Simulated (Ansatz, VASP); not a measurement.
# TaSeS (TaSSe, 1T) in two plane-wave programs, part 3 of 3

Wanted: the spread between two codes on one cell, functional and k mesh. The cell is invented: As first built, before any earlier steps moved the atoms or strained the cell (in the runner's words): 3x3x1 conventional cells of the TaS2 type (27 atoms: 9 S, 9 Se, 9 Ta); S/Se share their sites, the best of 600 random draws by like-pair counts in two shells; start lattice by linear mixing of the end members' cells; atoms moved at random by 0.02 A. It may not be a known or stable phase. Of the first pair: The structure shown is the start of the Ansatz relaxation below; VASP solves that cell, so the two are compared at the walk's first step.

VASP 6.6.1 and Ansatz 0.2.0.

So far. Step 4 (Differences): The largest component of a force difference here is 21 meV/Å. Step 5 (Ansatz: relaxation, PBE): This is the run of step 2 again, met here at its other cell.

**6. VASP: single point, PBE, relaxed cell, pair 2**

Level of this step: PBE; plane waves and PAW (S, Se, Ta_pv); invented cell (VASP).

The same cell, functional, mesh and smearing now go to VASP, with its own data sets.

File INCAR:

```
SYSTEM = TaSeS
PREC = Accurate
ENCUT = 500
EDIFF = 1E-06
NELM = 120
ISMEAR = 1
SIGMA = 0.15
LREAL = .FALSE.
ALGO = Normal
GGA = PE
NBANDS = 124
LASPH = .TRUE.
LORBIT = 11
LWAVE = .FALSE.
LCHARG = .FALSE.
ISIF = 2
GGA_COMPAT = .FALSE.
KPAR = 4
```

File POSCAR:

```
TaSeS
1.0
   10.3641080000     -0.0277660000     -0.0158990000
   -5.2060870000      8.9954240000      0.0220680000
   -0.0093330000      0.0097660000      6.7862000000
S Se Ta
9 9 9
Direct
    0.1082000000      0.2184700000      0.2241200000
    0.1154000000      0.5522000000      0.2081100000
    0.2182900000      0.4501300000      0.7919900000
    0.1143900000      0.8953400000      0.2002900000
    0.5587100000      0.1087300000      0.7673600000
    0.4475200000      0.8891000000      0.2393300000
    0.5564600000      0.7841000000      0.7653800000
    0.8830900000      0.1106200000      0.7652100000
    0.7787900000      0.8921700000      0.2376000000
    0.2210700000      0.1084100000      0.7647100000
    0.2266800000      0.7796300000      0.7465800000
    0.4416200000      0.2195500000      0.2412900000
    0.4436900000      0.5564200000      0.2473600000
    0.5594700000      0.4465800000      0.7783400000
    0.7800000000      0.2175400000      0.2689000000
    0.7775700000      0.5560500000      0.2269200000
    0.8887000000      0.4428200000      0.7578100000
    0.8877500000      0.7789900000      0.7587100000
    0.9805400000      0.0042400000      0.9979600000
    0.9834400000      0.3132100000      0.0021800000
    0.0116200000      0.6696400000      0.0096100000
    0.3535500000      0.9959900000      0.0012500000
    0.3215500000      0.3332100000      0.9911700000
    0.3521200000      0.6881900000      0.0018500000
    0.6669400000      0.0000300000      0.0042400000
    0.6689100000      0.3093500000      0.0053900000
    0.6650200000      0.6915100000      0.0013600000
```

File KPOINTS:

```
Automatic mesh
0
Gamma
3 3 4
0 0 0
```

Potentials, in the order of the species: S, Se and Ta_pv (PBE family, release 64).

Command:

```sh
$ mpirun -np 4 vasp_std
```

What it wrote:

```text
[banner, memory and clock lines left out]
running    4 mpi-ranks, on    1 nodes
[...]
[... a notice as in an earlier step ...]

 LDA part: xc-table for (Slater+PW92), standard interpolation
 POSCAR, INCAR and KPOINTS ok, starting setup
[...]
entering main loop
       N       E                     dE             d eps       ncg     rms          rms(c)
DAV:   1     0.173021721943E+04    0.17302E+04   -0.98717E+04  5312   0.148E+03
DAV:   2    -0.632427633503E+02   -0.17935E+04   -0.17424E+04  5644   0.355E+02
DAV:   3    -0.207656359974E+03   -0.14441E+03   -0.14063E+03  5768   0.898E+01
DAV:   4    -0.212865432160E+03   -0.52091E+01   -0.51489E+01  5568   0.171E+01
[...]
DAV:  17    -0.199865449406E+03   -0.93888E-05   -0.16194E-05  5216   0.136E-02    0.216E-02
DAV:  18    -0.199865452214E+03   -0.28082E-05   -0.75448E-06  5304   0.785E-03    0.113E-02
DAV:  19    -0.199865452761E+03   -0.54667E-06   -0.13355E-06  3056   0.449E-03
   1 F= -.19986545E+03 E0= -.19986327E+03  d E =-.653747E-02
```

OUTCAR, selected parts (step 6):

```text
  Total       -0.1336601     -0.2110643      0.0749742     -0.0107365      0.0007602     -0.0123578
  in kB       -0.3390063     -0.5353292      0.1901596     -0.0272313      0.0019281     -0.0313435
  external PRESSURE =      -0.2280587 kB  Pullay stress =       0.0000000 kB

 POSITION                                       TOTAL-FORCE (eV/Angst)
 -----------------------------------------------------------------------------------
     -0.01807      1.96441      1.52402        -0.000057     -0.001126     -0.008145
     -1.68073      4.96610      1.42263        -0.006684      0.007000     -0.007890
     -0.08843      4.05078      5.38107         0.008613     -0.005942      0.008319
     -3.47754      8.05274      1.37715        -0.002704     -0.002770     -0.004754
      5.21731      0.97005      5.20097         0.004400     -0.002259      0.008978
      0.00718      7.98774      1.63665        -0.000143     -0.002753     -0.010799
      1.67798      7.04534      5.20248         0.001717      0.001433      0.009160
      8.56940      0.97803      5.18127         0.000678     -0.000321      0.007582
      3.42453      8.00614      1.61971        -0.001552      0.002951     -0.010008
      1.71966      0.97652      5.18835         0.002427      0.004566     -0.003569
     -1.71645      7.01410      5.08004         0.003389     -0.004681     -0.009762
      3.43175      1.96504      1.63527        -0.005089     -0.000913      0.007920
      1.69937      4.99533      1.68386        -0.004064     -0.003730      0.009955
      3.46621      4.00924      5.28293        -0.003401      0.001233     -0.008124
[...]
-----------------------------------------------------------------------------------
    total drift:                                0.000210      0.000248     -0.000741

  FREE ENERGIE OF THE ION-ELECTRON SYSTEM (eV)
  ---------------------------------------------------
  free  energy   TOTEN  =      -199.8654527611 eV

  energy  without entropy=     -199.8589152874  energy(sigma->0) =     -199.86327360

[... 1 part as in an earlier step ...]

[... 2 further parts left out ...]
[key lines of the parts left out:]
E-fermi :   3.7495
```

The run ends at a pressure of -0.02 GPa, with forces up to 0.024 eV/Å.

**7. Side by side**

What differs besides the data sets and the points named for the pairs above, as far as they apply: the data sets hold 441 valence electrons in Ansatz (on PAW files that the input asks for by source) and 207 in VASP; the cutoff is 580 eV in Ansatz and 500 eV in VASP; Ansatz's pressure holds a Pulay correction, VASP's none. Total energies have different zeros and are not compared.

Compared:

```csv
quantity,Ansatz,VASP,difference
pressure (GPa),-0.02,-0.02,+0.01
```

The largest component of a force difference here is 22 meV/Å.

**8. Results**

| Quantity | Value |
| --- | --- |
| r.m.s. force difference (single point, PBE, start cell, pair 1) | 8.0 meV/Å |
| difference in pressure (single point, PBE, relaxed cell, pair 2) | 0.0053 GPa |
| r.m.s. force difference (single point, PBE, relaxed cell, pair 2) | 8.2 meV/Å |

**Reading.** The r.m.s. force difference is 8.2 meV/Å (single point, PBE, relaxed cell, pair 2), within the 12 meV/Å picked in this series as the mark of a large difference. The data sets hold unlike numbers of valence electrons (441 in Ansatz and 207 in VASP), so part of the differences may come from the potentials. How closely two codes agree says nothing of how well the functional describes the real material.

[Lines on the potential files, build, host, timing and source positions are cut from VASP's logs without a mark.]

[Logs are printed without paths, hosts, clocks, repeated set-up lines and the standing remarks that a program may print on its own settings, such as how far it seeks lower states.]

[Hosts, paths, dates, database ids (printed as entryN), source tags and the programs' standing remarks are cut or masked in the printed files.]
